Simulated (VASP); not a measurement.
# SiSe2 (Ibam) in VASP: single point with PBE+D3(BJ)

Aim: the single point of SiSe2 with PBE+D3(BJ).

All numbers are computed with VASP 6.6.1; they aren't measurements. Logs are shortened: lines on timing, memory, paths and dates and some standing lists are left out, and cuts for length are marked.

**1. The crystal as given**

It takes space group Ibam (No. 72, orthorhombic). The conventional cell has a = 5.760 Å, b = 6.030 Å, c = 9.760 Å, α = 90.00°, β = 90.00°, γ = 90.00°. Si (site symmetry 222) has 4 Se at 2.80 Å as nearest neighbours. Se (site symmetry m) is surrounded by 3 Se at 2.75 to 3.07 Å and 2 Si at 2.80 Å.

**2. Single point, PBE+D3(BJ)**

Contents of INCAR:

```
PREC = Accurate ; ENCUT = 520
EDIFF = 1E-6 ; ISMEAR = 0
SIGMA = 0.1 ; LREAL = F
LASPH = T ; NELM = 100
ALGO = Fast ; ISIF = 2
LWAVE = F ; LCHARG = T
GGA = PE ; IVDW = 12
LELF = T ; LVHAR = T
NBANDS = 25
```

Contents of KPOINTS:

```
regular mesh
0
Gamma
  4 4 4
```

Contents of POSCAR:

```
SiSe2
1.0
   -2.8800000000      3.0150000000      4.8800000000
    2.8800000000     -3.0150000000      4.8800000000
    2.8800000000      3.0150000000     -4.8800000000
Si Se
2 4
Direct
    0.2500000000      0.2500000000      0.0000000000
    0.7500000000      0.7500000000      0.0000000000
    0.1210000000      0.7980000000      0.9190000000
    0.8790000000      0.2020000000      0.0810000000
    0.6210000000      0.7020000000      0.3230000000
    0.3790000000      0.2980000000      0.6770000000
```

Potentials or basis: VASP PAW PBE potentials, release 64 (Si, Se).

Started as:

```sh
$ cat potpaw_PBE.64/Si/POTCAR potpaw_PBE.64/Se/POTCAR > POTCAR
$ mpirun -np 1 vasp_std > vasp.out
```

OUTCAR:

```text
PREC = Accurate
   ENCUT = 520
   EDIFF = 1E-6
   ISMEAR = 0
   LREAL = F
   LASPH = T
   NELM = 100
   ISIF = 2
   GGA = PE
   IVDW = 12
 IVDW          = 12

 ion  position               nearest neighbor table
   1  0.250  0.250  0.000-   3 2.80   5 2.80   6 2.80   4 2.80
   2  0.750  0.750  0.000-   4 2.80   5 2.80   6 2.80   3 2.80
   3  0.121  0.798  0.919-   4 2.75   1 2.80   2 2.80
   4  0.879  0.202  0.081-   3 2.75   2 2.80   1 2.80
   5  0.621  0.702  0.323-   6 2.75   2 2.80   1 2.80
   6  0.379  0.298  0.677-   5 2.75   1 2.80   2 2.80

  LATTYP: Found a body centered orthorhombic cell.
 ALAT       =     5.7600000000
 B/A-ratio  =     1.0468750000
 C/A-ratio  =     1.6944444444

  Lattice vectors:

 A1 = (  -2.8800000000,   3.0150000000,   4.8800000000)
 A2 = (   2.8800000000,  -3.0150000000,   4.8800000000)
 A3 = (   2.8800000000,   3.0150000000,  -4.8800000000)

Analysis of symmetry for initial positions (statically):
=====================================================================
 Subroutine PRICEL returns:
 Original cell was already a primitive cell.

 Routine SETGRP: Setting up the symmetry group for a
 body centered orthorhombic supercell.

 Subroutine GETGRP returns: Found  8 space group operations
 (whereof  4 operations were pure point group operations)
 out of a pool of  8 trial point group operations.

The static configuration has the point symmetry C_2h.
 The point group associated with its full space group is D_2h.

Analysis of symmetry for dynamics (positions and initial velocities):
=====================================================================
 Subroutine PRICEL returns:
 Original cell was already a primitive cell.

 Routine SETGRP: Setting up the symmetry group for a
 body centered orthorhombic supercell.

 Subroutine GETGRP returns: Found  8 space group operations
 (whereof  4 operations were pure point group operations)
 out of a pool of  8 trial point group operations.

The dynamic configuration has the point symmetry C_2h.
 The point group associated with its full space group is D_2h.

 Subroutine INISYM returns: Found  8 space group operations
 (whereof  4 operations are pure point group operations),
 and found     1 'primitive' translations

----------------------------------------------------------------------------------------

                                     Primitive cell

  volume of cell :     169.4961

  direct lattice vectors                    reciprocal lattice vectors
    -2.880000000  3.015000000  4.880000000     0.000000000  0.165837479  0.102459016
     2.880000000 -3.015000000  4.880000000     0.173611111  0.000000000  0.102459016
     2.880000000  3.015000000 -4.880000000     0.173611111  0.165837479  0.000000000

  length of vectors
     6.418646664  6.418646664  6.418646664     0.194935681  0.201590347  0.240089332

  position of ions in fractional coordinates (direct lattice)
     0.250000000  0.250000000  0.000000000
     0.750000000  0.750000000  0.000000000
     0.121000000  0.798000000  0.919000000
     0.879000000  0.202000000  0.081000000
     0.621000000  0.702000000  0.323000000
     0.379000000  0.298000000  0.677000000

  ion indices of the primitive-cell ions
   primitive index   ion index
                 1           1
                 2           2
                 3           3
                 4           4
                 5           5
                 6           6

----------------------------------------------------------------------------------------

 KPOINTS: regular mesh

Automatic generation of k-mesh.
 Grid dimensions read from file:
 generate k-points for:    4    4    4

 Generating k-lattice:

  Cartesian coordinates                     Fractional coordinates (reciprocal lattice)
     0.000000000  0.041459370  0.025614754     0.250000000 -0.000000000  0.000000000
     0.043402778  0.000000000  0.025614754     0.000000000  0.250000000  0.000000000
     0.043402778  0.041459370  0.000000000     0.000000000 -0.000000000  0.250000000

  Length of vectors
     0.048733920  0.050397587  0.060022333

  Shift w.r.t. Gamma in fractional coordinates (k-lattice)
     0.000000000  0.000000000  0.000000000

 Subroutine IBZKPT returns following result:
 ===========================================

 Found     18 irreducible k-points:

 Following reciprocal coordinates:
            Coordinates               Weight
  0.000000  0.000000  0.000000      1.000000
  0.250000  0.000000  0.000000      4.000000
  0.500000  0.000000  0.000000      2.000000
  0.000000  0.250000  0.000000      4.000000
  0.250000  0.250000  0.000000      8.000000
  0.500000  0.250000  0.000000      8.000000
[... 10 lines left out ...]
 -0.250000 -0.250000  0.250000      2.000000
  0.500000  0.500000  0.500000      1.000000
   k-points           NKPTS =     18   k-points in BZ     NKDIM =     18   number of bands    NBANDS=     25
   number of dos      NEDOS =    301   number of ions     NIONS =      6
   total plane-waves  NPLWV = 110592
   dimension x,y,z NGX =    48 NGY =   48 NGZ =   48
   dimension x,y,z NGXF=    96 NGYF=   96 NGZF=   96
   ions per type =               2   4
   NGX,Y,Z   is equivalent  to a cutoff of  12.43, 12.43, 12.43 a.u.
   NGXF,Y,Z  is equivalent  to a cutoff of  24.86, 24.86, 24.86 a.u.
 SYSTEM =  unknown system
   PREC   = accura    normal or accurate (medium, high low for compatibility)
   ISTART =      0    job   : 0-new  1-cont  2-samecut
   ICHARG =      2    charge: 1-file 2-atom 10-const
   ISPIN  =      1    spin polarized calculation?
   LNONCOLLINEAR =      F non collinear calculations
   LSORBIT =      F    spin-orbit coupling
   LASPH  =      T    aspherical Exc in radial PAW
   ENCUT  =  520.0 eV  38.22 Ry    6.18 a.u.  11.93 11.93 11.93*2*pi/ulx,y,z
   NELM   =    100;   NELMIN=  2; NELMDL= -5     # of ELM steps
   EDIFF  = 0.1E-05   stopping-criterion for ELM
   LREAL  =      F    real-space projection
   EDIFFG = 0.1E-04   stopping-criterion for IOM
   NSW    =      0    number of steps for IOM
   IBRION =     -1    ionic relax: 0-MD 1-quasi-New 2-CG
   NFREE  =      0    steps in history (QN), initial steepest desc. (CG)
   ISIF   =      2    stress and relaxation
   ISYM   =      2    0-nonsym 1-usesym 2-fastsym
   POTIM  = 0.5000    time-step for ionic-motion
   TEBEG  =    0.0;   TEEND  =   0.0 temperature during run
   PSTRESS=    0.0 pullay stress
   NELECT =      32.0000    total number of electrons
   NUPDOWN=      -1.0000    fix difference up-down
   EMIN   =  10.00;   EMAX   =-10.00  energy-range for DOS
   EFERMI =   0.00;   METHOD = LEGACY
   ISMEAR =     0;   SIGMA  =   0.10  broadening in eV -4-tet -1-fermi 0-gaus
   EFERMI_NEDOS =   21; number of points for ismear=-14 and -15
   IALGO  =     68    algorithm
   IMIX   =      4    mixing-type and parameters
     AMIX     =   0.40;   BMIX     =  1.00
     AMIX_MAG =   1.60;   BMIX_MAG =  1.00
  volume/ion in A,a.u.               =      28.25       190.64
  Fermi-wavevector in a.u.,A,eV,Ry     =   0.939157  1.774750 12.000559  0.882016
  Thomas-Fermi vector in A             =   2.066441
   LORBIT       =      0    0 simple, 1 ext, 2 COOP (PROOUT), +10 PAW based schemes
   GGA     = PE    functional components
   LHFCALC =     F    Hartree Fock is set to
   AEXX    =    0.0000 exact exchange contribution
   IVDW    =    12    specifies the selected vdW correction
   LEPSILON=     F    determine dielectric tensor
   LRPA    =     F    only Hartree local field effects (RPA)
 non-spin polarized calculation
 RMM-DIIS sequential band-by-band and
 Gauss-broadening in eV      SIGMA  =   0.10
  energy-cutoff  :      520.00
  volume of cell :      169.50
 maximum number of plane-waves:      4588
   NGX = 23   NGY = 23   NGZ = 23

 number of electron      32.0000000 magnetization

 Free energy of the ion-electron system (eV)
  ---------------------------------------------------
  ext. energy  EPLUGINS =         0.00000000
  ---------------------------------------------------
  free energy    TOTEN  =       -20.55097645 eV

  energy without entropy =      -20.50548877  energy(sigma->0) =      -20.52823261

 E-fermi :   2.9732     XC(G=0):  -8.5894

 val. band max:        2.9697854134   @ k =   0.5000   0.2500   0.0000
 cond. band min:       2.9739344327   @ k =  -0.2500   0.2500   0.0000
 fundamental gap:      0.0041490192
 Fermi energy:         2.9732158351

 k-point     1 :       0.0000    0.0000    0.0000
  band No.  band energies     occupation
      1     -11.8031      2.00000
      2      -9.9077      2.00000
      3      -9.4125      2.00000
      4      -8.9548      2.00000
      5      -4.3435      2.00000
      6      -3.4069      2.00000
[... 17 lines left out ...]
     24       6.7089      0.00000
     25       7.5129      0.00000

 k-point     2 :       0.2500    0.0000    0.0000
  band No.  band energies     occupation
      1     -11.6073      2.00000
      2     -10.3435      2.00000
      3      -9.3106      2.00000
      4      -8.9132      2.00000
      5      -4.4095      2.00000
      6      -3.9223      2.00000
[... 17 lines left out ...]
     24       7.0935      0.00000
     25       7.5187      0.00000

 k-point     3 :       0.5000    0.0000    0.0000
  band No.  band energies     occupation
      1     -11.0650      2.00000
      2     -11.0650      2.00000
      3      -9.0720      2.00000
      4      -9.0720      2.00000
      5      -4.3545      2.00000
      6      -4.3545      2.00000
[... 17 lines left out ...]
     24       6.6874      0.00000
     25       9.2901      0.00000

 k-point     4 :       0.0000    0.2500    0.0000
  band No.  band energies     occupation
      1     -11.6034      2.00000
      2     -10.3531      2.00000
      3      -9.2245      2.00000
      4      -8.9756      2.00000
      5      -4.3923      2.00000
      6      -3.9272      2.00000
[... 17 lines left out ...]
     24       7.2906      0.00000
     25       7.5204      0.00000

 k-point     5 :       0.2500    0.2500    0.0000
  band No.  band energies     occupation
      1     -11.3900      2.00000
      2     -10.5354      2.00000
      3      -9.3956      2.00000
      4      -9.0058      2.00000
      5      -4.5428      2.00000
      6      -4.0977      2.00000
[... 17 lines left out ...]
     24       6.7081      0.00000
     25       8.3631      0.00000

 k-point     6 :       0.5000    0.2500    0.0000
  band No.  band energies     occupation
      1     -11.0273      2.00000
      2     -10.9126      2.00000
      3      -9.2819      2.00000
      4      -9.2476      2.00000
      5      -4.7668      2.00000
      6      -3.6829      2.00000
[... 17 lines left out ...]
     24       6.7829      0.00000
     25       9.0318      0.00000
[... 225 lines left out ...]
 k-point    15 :       0.2500   -0.2500    0.2500
  band No.  band energies     occupation
      1     -11.1424      2.00000
      2     -10.9822      2.00000
      3      -9.0889      2.00000
      4      -9.0549      2.00000
      5      -4.9723      2.00000
      6      -3.4788      2.00000
[... 17 lines left out ...]
     24       6.9788      0.00000
     25       8.5104      0.00000

 k-point    16 :       0.5000   -0.2500    0.2500
  band No.  band energies     occupation
      1     -11.4938      2.00000
      2     -10.4562      2.00000
      3      -9.3475      2.00000
      4      -8.9140      2.00000
      5      -5.1537      2.00000
      6      -3.7165      2.00000
[... 17 lines left out ...]
     24       6.1683      0.00000
     25       8.4671      0.00000

 k-point    17 :      -0.2500   -0.2500    0.2500
  band No.  band energies     occupation
      1     -11.7254      2.00000
      2      -9.9915      2.00000
      3      -9.4413      2.00000
      4      -8.9658      2.00000
      5      -4.7692      2.00000
      6      -3.9282      2.00000
[... 17 lines left out ...]
     24       6.3404      0.00000
     25       7.3695      0.00000

 k-point    18 :       0.5000    0.5000    0.5000
  band No.  band energies     occupation
      1     -11.6423      2.00000
      2     -10.0697      2.00000
      3      -9.4695      2.00000
      4      -8.9768      2.00000
      5      -5.4664      2.00000
      6      -3.5427      2.00000
[... 17 lines left out ...]
     24       5.5294      0.00000
     25       7.4896      0.00000

------------------------ aborting loop because EDIFF is reached ----------------------------------------

 Edisp (eV)   -1.81783

 E8    (eV) :    -0.7385

  FORCE on cell =-STRESS in cart. coord.  units (eV):
  Direction    XX          YY          ZZ          XY          YZ          ZX
  --------------------------------------------------------------------------------------
  -------------------------------------------------------------------------------------
  Total      -4.73278    -4.94301    -5.99080     0.00000     0.00000     0.00000
  in kB     -44.73703   -46.72426   -56.62862     0.00000     0.00000     0.00000
  external pressure =      -49.36 kB  Pullay stress =        0.00 kB

 VOLUME and BASIS-vectors are now :
 -----------------------------------------------------------------------------
  energy-cutoff  :      520.00
  volume of cell :      169.50
      direct lattice vectors                 reciprocal lattice vectors
    -2.880000000  3.015000000  4.880000000     0.000000000  0.165837479  0.102459016
     2.880000000 -3.015000000  4.880000000     0.173611111  0.000000000  0.102459016
     2.880000000  3.015000000 -4.880000000     0.173611111  0.165837479  0.000000000

 POSITION                                       TOTAL-FORCE (eV/Angst)
 -----------------------------------------------------------------------------------
      0.00000      0.00000      2.44000         0.000000      0.000000     -0.000000
      0.00000      0.00000      7.32000         0.000000      0.000000     -0.000000
      4.59648      0.72963      0.00000         0.612653     -0.056162      0.000000
     -1.71648      2.28537      4.88000        -0.612653      0.056162     -0.000000
      1.16352      0.72963      4.88000        -0.612653     -0.056162     -0.000000
      1.71648      2.28537      0.00000         0.612653      0.056162      0.000000
 -----------------------------------------------------------------------------------
    total drift:                                0.000000      0.000000     -0.000000

  FREE ENERGIE OF THE ION-ELECTRON SYSTEM (eV)
  ---------------------------------------------------
  free  energy   TOTEN  =       -22.3688093897 eV

  energy  without entropy=      -22.3233217121  energy(sigma->0) =      -22.34606555
```

Run time: 40 s. Hardware: 1 thread of Intel Xeon 6975P-C (Granite Rapids), shared host; peak memory 0.34 GiB.

What came out:

```
Free energy                : -22.3688 eV
Pressure                   : -4.9 GPa
Largest force              : 0.615 eV/Å
Band gap on the k mesh     : none (metal or under the smearing width)
Dispersion energy per atom : -0.303 eV
```

Forces in eV/Å, atoms in the order of the input:
```
Si   0.000  0.000  0.000
Si   0.000  0.000  0.000
Se   0.613 -0.056  0.000
Se  -0.613  0.056  0.000
Se  -0.613 -0.056  0.000
Se   0.613  0.056  0.000
```

Levels at points of the mesh, in eV from the Fermi level:
```tsv
k point	band 12	band 13	band 14	band 15	band 16	band 17	band 18	band 19	band 20	band 21
(0.00, 0.00, 0.00)	-3.03	-2.81	-2.45	0.09	1.14	1.27	1.53	2.19	2.34	2.49
(0.50, 0.00, 0.00)	-2.26	-1.99	-1.99	-1.18	-1.18	-0.07	-0.07	0.89	0.89	2.40
(0.00, 0.50, 0.00)	-2.75	-1.73	-1.73	-0.25	-0.25	0.38	0.38	0.88	0.88	2.43
(0.50, 0.50, 0.00)	-3.17	-2.37	-1.16	-1.11	-0.41	0.11	0.49	0.67	1.23	2.46
(0.50, 0.50, 0.50)	-2.35	-2.22	-2.12	-0.28	-0.10	0.09	1.19	1.23	1.81	1.88
```

Caveat: the k mesh is coarse (spacing up to 0.38 Å⁻¹), so the values aren't converged; pairwise dispersion overbinds metals, which lowers pressure and volume.
